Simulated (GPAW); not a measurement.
**HfN: relaxation of cell and atoms with LDA**

Crystal: HfN.

```
Hf N
1.0
     0.00000    2.25600    2.25600
     2.25600    0.00000    2.25600
     2.25600    2.25600    0.00000
Hf N
1 1
Direct
  0.00000 0.00000 0.00000
  0.50000 0.50000 0.50000
```

```yaml
Program: GPAW 26.7.0
Task: relaxation of cell and atoms
Functional: LDA
Potentials_or_basis: the program's PAW data sets (release 1.2.1) made for this functional
Cutoff: 800 eV
Basis: pw
k_mesh: 10 × 10 × 10
Occupations: fermi-dirac, width 0.05 eV
Spin: no spin polarisation
Maxiter: 150
Optimizer: BFGS
Fmax: 0.01 eV/Å
Max_steps: 40
Convergence: density=1e-05 forces=0.0001
```

```yaml
Relaxed_volume: 11.13 Å³/atom
Relaxed_cell: a = 3.158 Å, b = 3.158 Å, c = 3.158 Å, α = 60.00°, β = 60.00°, γ = 60.00°
Space_group_after_relaxing_to_0.05_Å: Fm-3m (No. 225)
Energy_gained_by_relaxing: 8.7 meV/atom
Ionic_steps: 4
Pressure_after_relaxing: 0.0 GPa
Band_gap_on_the_k_mesh: none (metal or under the smearing width)
```

The path:
| step | energy change (eV) | largest force (eV/Å) | pressure (GPa) | volume (Å³) |
| --- | --- | --- | --- | --- |
| 1 | 0.0000 | 0.0000 | -8.95 | 22.96 |
| 2 | -0.0126 | 0.0000 | -5.13 | 22.65 |
| 3 | -0.0172 | 0.0000 | 0.20 | 22.25 |
| 4 | -0.0173 | 0.0000 | 0.00 | 22.26 |

Final structure:
```cif
data_structure
_symmetry_space_group_name_H-M 'P 1'
_symmetry_Int_Tables_number 1
_cell_length_a 3.1577
_cell_length_b 3.1577
_cell_length_c 3.1577
_cell_angle_alpha 60.000
_cell_angle_beta 60.000
_cell_angle_gamma 60.000
_cell_volume 22.26
loop_
_atom_site_label
_atom_site_type_symbol
_atom_site_fract_x
_atom_site_fract_y
_atom_site_fract_z
_atom_site_occupancy
Hf1 Hf 0.00000 0.00000 0.00000 1
N1 N 0.50000 0.50000 0.50000 1
```

Levels at points of the mesh, in eV from the Fermi level:
```tsv
k point	band 6	band 7	band 8	band 9	band 10	band 11	band 12	band 13
(0.00, 0.00, 0.00)	-3.02	-3.02	-3.02	-0.45	-0.45	-0.45	1.94	1.94
(0.50, 0.50, 0.00)	-5.38	-4.01	-3.68	-3.68	4.17	5.70	5.70	6.03
(0.50, 0.50, 0.50)	-9.09	-6.38	-6.38	3.38	3.79	3.79	4.71	9.15
```

Run time: 78 s on 1 thread of Arm Neoverse V1, on a shared host, peak memory 0.23 GiB.

Caveat: later steps reuse the first step's grids. LDA usually gives volumes a few per cent too small.
